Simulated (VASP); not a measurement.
# CrO2 (P-3m1) in VASP: notebook

Runs on CrO2. Level: PBE+U. Tasks: single point.

Everything below comes from runs of VASP 6.6.1. Logs are shortened: lines on timing, memory, paths and dates and some standing lists are left out, and cuts for length are marked.

### Step 1. The structure

The structure is trigonal, space group P-3m1 (No. 164). The conventional cell has a = 2.780 Å, b = 2.780 Å, c = 4.485 Å, α = 90.00°, β = 90.00°, γ = 120.00°. Cr (site symmetry -3m) is surrounded by 6 O at 1.96 Å. O (site symmetry 3m) is surrounded by 3 Cr at 1.96 Å.

Measurements of this composition are mostly on another form, of space group No. 136.

### Step 2. Single point, PBE+U, collinear spin, zero start

File INCAR:

```
SYSTEM = CrO2
ALGO     = Normal         ! electronic algorithm
EDIFF    = 1E-7           ! SCF threshold, eV
ENCUT    = 520            ! plane-wave cutoff, eV
GGA      = PE             ! functional
ISIF     = 2              ! what is computed and relaxed
ISMEAR   = 0              ! smearing method
ISPIN    = 2              ! spin polarisation
LASPH    = .True.         ! aspherical terms in the spheres
LCHARG   = .True.         ! write CHGCAR
LDAU     = .True.         ! DFT+U
LDAUJ    = 0 0          
LDAUL    = 2 -1           ! shell
LDAUPRINT= 1            
LDAUTYPE = 2            
LDAUU    = 7 0            ! U, eV
LELF     = .True.         ! ELF
LMAXMIX  = 4              ! l up to which the mixer works
LORBIT   = 11             ! projections on sites
LREAL    = .False.        ! projectors in reciprocal space
LVHAR    = .True.       
LWAVE    = .False.        ! write WAVECAR
MAGMOM   = 0 0 0          ! initial moments
NELM     = 100            ! most SCF steps
PREC     = Accurate       ! precision mode
SIGMA    = 0.05           ! smearing width, eV
```

File KPOINTS:

```
k-points
0
Gamma
  8 8 4
  0 0 0
```

File POSCAR:

```
CrO2
1.0
    2.7798784700      0.0000000000      0.0000000000
   -1.3899392400      2.4074453800      0.0000000000
    0.0000000000      0.0000000000      4.4845209400
Cr O
1 2
Direct
    0.0000000000      0.0000000000      0.0000000000
    0.3333333333      0.6666666667      0.2520000000
    0.6666666667      0.3333333333      0.7480000000
```

Potentials or basis: VASP PAW PBE potentials, release 64 (Cr_pv, O).

On the command line:

```bash
> cat potpaw_PBE.64/Cr_pv/POTCAR potpaw_PBE.64/O/POTCAR > POTCAR
> mpirun -np 1 vasp_std > vasp.out
```

OUTCAR:

```text
SYSTEM = CrO2
   EDIFF = 1E-7
   ENCUT = 520
   GGA = PE
   ISIF = 2
   ISMEAR = 0
   ISPIN = 2
   LASPH = .True.
   LORBIT = 11
   LREAL = .False.
   NELM = 100
   PREC = Accurate

 ion  position               nearest neighbor table
   1  0.000  0.000  0.000-   3 1.96   2 1.96   3 1.96   2 1.96   3 1.96   2 1.96
   2  0.333  0.667  0.252-   1 1.96   1 1.96   1 1.96
   3  0.667  0.333  0.748-   1 1.96   1 1.96   1 1.96

  LATTYP: Found a hexagonal cell.
 ALAT       =     2.7798784700
 C/A-ratio  =     1.6132075515

  Lattice vectors:

 A1 = (   2.7798784700,   0.0000000000,   0.0000000000)
 A2 = (  -1.3899392400,   2.4074453800,   0.0000000000)
 A3 = (   0.0000000000,   0.0000000000,   4.4845209400)

Analysis of symmetry for initial positions (statically):
=====================================================================
 Subroutine PRICEL returns:
 Original cell was already a primitive cell.

 Routine SETGRP: Setting up the symmetry group for a
 hexagonal supercell.

 Subroutine GETGRP returns: Found 12 space group operations
 (whereof 12 operations were pure point group operations)
 out of a pool of 24 trial point group operations.

The static configuration has the point symmetry D_3d.

Analysis of symmetry for dynamics (positions and initial velocities):
=====================================================================
 Subroutine PRICEL returns:
 Original cell was already a primitive cell.

 Routine SETGRP: Setting up the symmetry group for a
 hexagonal supercell.

 Subroutine GETGRP returns: Found 12 space group operations
 (whereof 12 operations were pure point group operations)
 out of a pool of 24 trial point group operations.

The dynamic configuration has the point symmetry D_3d.

Analysis of structural, dynamic, and magnetic symmetry:
=====================================================================
 Subroutine PRICEL returns:
 Original cell was already a primitive cell.

 Routine SETGRP: Setting up the symmetry group for a
 hexagonal supercell.

 Subroutine GETGRP returns: Found 12 space group operations
 (whereof 12 operations were pure point group operations)
 out of a pool of 24 trial point group operations.

The overall configuration has the point symmetry D_3d.

 Subroutine INISYM returns: Found 12 space group operations
 (whereof 12 operations are pure point group operations),
 and found     1 'primitive' translations

----------------------------------------------------------------------------------------

                                     Primitive cell

  volume of cell :      30.0122

  direct lattice vectors                    reciprocal lattice vectors
     2.779878470  0.000000000  0.000000000     0.359727956  0.207689033  0.000000000
    -1.389939240  2.407445380  0.000000000     0.000000000  0.415378064  0.000000000
     0.000000000  0.000000000  4.484520940     0.000000000  0.000000000  0.222989259

  length of vectors
     2.779878470  2.779878477  4.484520940     0.415378065  0.415378064  0.222989259

  position of ions in fractional coordinates (direct lattice)
     0.000000000  0.000000000  0.000000000
     0.333333333  0.666666667  0.252000000
     0.666666667  0.333333333  0.748000000

  ion indices of the primitive-cell ions
   primitive index   ion index
                 1           1
                 2           2
                 3           3

----------------------------------------------------------------------------------------

 KPOINTS: k-points

Automatic generation of k-mesh.
 Grid dimensions read from file:
 generate k-points for:    8    8    4

[... 71 lines left out ...]
   POTIM  = 0.5000    time-step for ionic-motion
   TEBEG  =    0.0;   TEEND  =   0.0 temperature during run
   PSTRESS=    0.0 pullay stress
   NELECT =      24.0000    total number of electrons
   NUPDOWN=      -1.0000    fix difference up-down
   EMIN   =  10.00;   EMAX   =-10.00  energy-range for DOS
   EFERMI =   0.00;   METHOD = LEGACY
   ISMEAR =     0;   SIGMA  =   0.05  broadening in eV -4-tet -1-fermi 0-gaus
   EFERMI_NEDOS =   21; number of points for ismear=-14 and -15
   IALGO  =     38    algorithm
   IMIX   =      4    mixing-type and parameters
     AMIX     =   0.40;   BMIX     =  1.00
     AMIX_MAG =   1.60;   BMIX_MAG =  1.00
  volume/ion in A,a.u.               =      10.00        67.51
  Fermi-wavevector in a.u.,A,eV,Ry     =   1.519541  2.871516 31.415926  2.309005
  Thomas-Fermi vector in A             =   2.628513
   LORBIT       =     11    0 simple, 1 ext, 2 COOP (PROOUT), +10 PAW based schemes
 LDA+U is selected, type is set to LDAUTYPE =  2
   angular momentum for each species LDAUL =     2   -1
   U (eV)           for each species LDAUU =   7.0  0.0
   J (eV)           for each species LDAUJ =   0.0  0.0
   GGA     = PE    functional components
   LHFCALC =     F    Hartree Fock is set to
   AEXX    =    0.0000 exact exchange contribution
   IVDW    =     0    specifies the selected vdW correction
   LEPSILON=     F    determine dielectric tensor
   LRPA    =     F    only Hartree local field effects (RPA)
 spin polarized calculation
 Gauss-broadening in eV      SIGMA  =   0.05
  energy-cutoff  :      520.00
  volume of cell :       30.01
 maximum number of plane-waves:       819
 NGX is ok and might be reduce to    24
   NGX = 11   NGY = 11   NGZ = 17

 number of electron      24.0000003 magnetization      -0.0000007

atom =   1  type =  1  l = 2

 onsite density matrix

spin component  1

  0.3733  0.0000  0.0000  0.1317  0.0000
  0.0000  0.5673  0.0000 -0.0000  0.1317
  0.0000  0.0000  0.1231  0.0000  0.0000
  0.1317 -0.0000  0.0000  0.5673 -0.0000
  0.0000  0.1317  0.0000 -0.0000  0.3733

spin component  2

  0.3725  0.0000  0.0000  0.1309  0.0000
  0.0000  0.5663  0.0000 -0.0000  0.1309
  0.0000  0.0000  0.1233  0.0000  0.0000
  0.1309 -0.0000  0.0000  0.5663 -0.0000
  0.0000  0.1309  0.0000 -0.0000  0.3725

 occupancies and eigenvectors

  o =  0.1231  v = -0.0000  0.0000  1.0000  0.0000 -0.0000  0.0000  0.0000  0.0000  0.0000  0.0000      0.0000  0.0000  0.0000  0.0000  0.0000  0.0000  0.0000  0.0000  0.0000  0.0000
  o =  0.1233  v =  0.0000  0.0000  0.0000  0.0000  0.0000 -0.0000  0.0000  1.0000  0.0000 -0.0000      0.0000  0.0000  0.0000  0.0000  0.0000  0.0000  0.0000  0.0000  0.0000  0.0000
  o =  0.3065  v =  0.0000  0.0000  0.0000  0.0000  0.0000 -0.8337  0.1614 -0.0000  0.4200 -0.3203      0.0000  0.0000  0.0000  0.0000  0.0000  0.0000  0.0000  0.0000  0.0000  0.0000
  o =  0.3065  v =  0.0000  0.0000  0.0000  0.0000  0.0000 -0.3203 -0.4200  0.0000  0.1614  0.8337      0.0000  0.0000  0.0000  0.0000  0.0000  0.0000  0.0000  0.0000  0.0000  0.0000
  o =  0.3067  v = -0.8331  0.1618 -0.0000  0.4211 -0.3201  0.0000  0.0000  0.0000  0.0000  0.0000      0.0000  0.0000  0.0000  0.0000  0.0000  0.0000  0.0000  0.0000  0.0000  0.0000
  o =  0.3067  v = -0.3201 -0.4211  0.0000  0.1618  0.8331  0.0000  0.0000  0.0000  0.0000  0.0000      0.0000  0.0000  0.0000  0.0000  0.0000  0.0000  0.0000  0.0000  0.0000  0.0000
  o =  0.6322  v =  0.0000  0.0000  0.0000  0.0000  0.0000 -0.4200 -0.3203 -0.0000 -0.8337 -0.1614      0.0000  0.0000  0.0000  0.0000  0.0000  0.0000  0.0000  0.0000  0.0000  0.0000
  o =  0.6322  v =  0.0000  0.0000  0.0000  0.0000  0.0000  0.1614 -0.8337 -0.0000  0.3203 -0.4200      0.0000  0.0000  0.0000  0.0000  0.0000  0.0000  0.0000  0.0000  0.0000  0.0000
  o =  0.6339  v = -0.4211 -0.3201 -0.0000 -0.8331 -0.1618  0.0000  0.0000  0.0000  0.0000  0.0000      0.0000  0.0000  0.0000  0.0000  0.0000  0.0000  0.0000  0.0000  0.0000  0.0000
  o =  0.6339  v =  0.1618 -0.8331 -0.0000  0.3201 -0.4211  0.0000  0.0000  0.0000  0.0000  0.0000      0.0000  0.0000  0.0000  0.0000  0.0000  0.0000  0.0000  0.0000  0.0000  0.0000

 number of electron      24.0000000 magnetization       0.0033485

 Free energy of the ion-electron system (eV)
  ---------------------------------------------------
  ext. energy  EPLUGINS =         0.00000000
  ---------------------------------------------------
  free energy    TOTEN  =       -16.05327383 eV

  energy without entropy =      -16.05219219  energy(sigma->0) =      -16.05273301

 E-fermi :   4.6122     XC(G=0): -11.6199

 val. band max:        4.5501648642   @ k =   0.1250   0.1250   0.2500
 cond. band min:       4.6132190114   @ k =   0.1250   0.1250   0.0000
 fundamental gap:      0.0630541472
 Fermi energy:         4.6121729101

 spin component 1

 k-point     1 :       0.0000    0.0000    0.0000
  band No.  band energies     occupation
      1     -39.5737      1.00000
      2     -39.4354      1.00000
      3     -39.4354      1.00000
      4     -14.6249      1.00000
      5     -12.7697      1.00000
      6      -1.2180      1.00000
[... 895 lines left out ...]
      5     -12.8755      1.00000
      6      -0.9321      1.00000
[... 8 lines left out ...]
     15       7.9802      0.00000
     16       8.5168      0.00000

 [... further k-points ...]

------------------------ aborting loop because EDIFF is reached ----------------------------------------

  FORCE on cell =-STRESS in cart. coord.  units (eV):
  Direction    XX          YY          ZZ          XY          YZ          ZX
  --------------------------------------------------------------------------------------
  -------------------------------------------------------------------------------------
  Total        0.7098839      0.7098839     -1.8348139     -0.0000000      0.0000000      0.0000000
  in kB       37.8965457     37.8965459    -97.9499684     -0.0000001      0.0000000      0.0000000
  external PRESSURE =      -7.3856256 kB  Pullay stress =       0.0000000 kB

 VOLUME and BASIS-vectors are now :
 -----------------------------------------------------------------------------
  energy-cutoff  :      520.00
  volume of cell :       30.01
      direct lattice vectors                 reciprocal lattice vectors
     2.779878470  0.000000000  0.000000000     0.359727956  0.207689033  0.000000000
    -1.389939240  2.407445380  0.000000000     0.000000000  0.415378064  0.000000000
     0.000000000  0.000000000  4.484520940     0.000000000  0.000000000  0.222989259

 POSITION                                       TOTAL-FORCE (eV/Angst)
 -----------------------------------------------------------------------------------
      0.00000      0.00000      0.00000        -0.000000      0.000000     -0.000000
     -0.00000      1.60496      1.13010         0.000000      0.000000     -1.630021
      1.38994      0.80248      3.35442        -0.000000      0.000000      1.630021
 -----------------------------------------------------------------------------------
    total drift:                                0.000000     -0.000000      0.000000

  FREE ENERGIE OF THE ION-ELECTRON SYSTEM (eV)
  ---------------------------------------------------
  free  energy   TOTEN  =       -16.0532738266 eV

  energy  without entropy=      -16.0521921931  energy(sigma->0) =      -16.05273301

 total charge

# of ion       s       p       d       tot
------------------------------------------
    1        0.370   6.434   3.970  10.774
    2        1.593   3.361   0.000   4.954
    3        1.593   3.361   0.000   4.954
--------------------------------------------------
tot          3.557  13.156   3.970  20.682

 magnetization (x)

# of ion       s       p       d       tot
------------------------------------------
    1        0.000   0.000   0.004   0.004
    2        0.000   0.000   0.000   0.000
    3        0.000   0.000   0.000   0.000
--------------------------------------------------
tot          0.000   0.000   0.004   0.004
```

Run time: 65 s. Hardware: 1 thread of Intel Xeon Platinum 8259CL at 2.50GHz (Skylake/Cascade Lake), shared host; peak memory 0.18 GiB.

Results:

- Free energy: -16.0533 eV
- Pressure: -0.7 GPa
- Largest force: 1.630 eV/Å
- Band gap on the k mesh: none (metal or under the smearing width)
- Net moment: 0.00 μB per cell
- Valence electrons inside the program's atomic spheres: Cr 10.77; O 4.95

Forces on the atoms (eV/Å):
```
Cr   0.000  0.000  0.000
O    0.000  0.000 -1.630
O    0.000  0.000  1.630
```

Stress tensor (GPa, compression positive):
```
 3.79  0.00  0.00
 0.00  3.79  0.00
 0.00  0.00 -9.79
```

Eigenvalues of the final occupation matrices:
```tsv
site	spin	trace	eigenvalues
site 1 d	1	2.00	0.12 0.31 0.31 0.63 0.63
site 1 d	2	2.00	0.12 0.31 0.31 0.63 0.63
```

Caveat: forces of over 1 eV/Å show positions far from the minimum, so gaps and moduli don't describe the material at rest.

(Continued in part 2 of 3.)
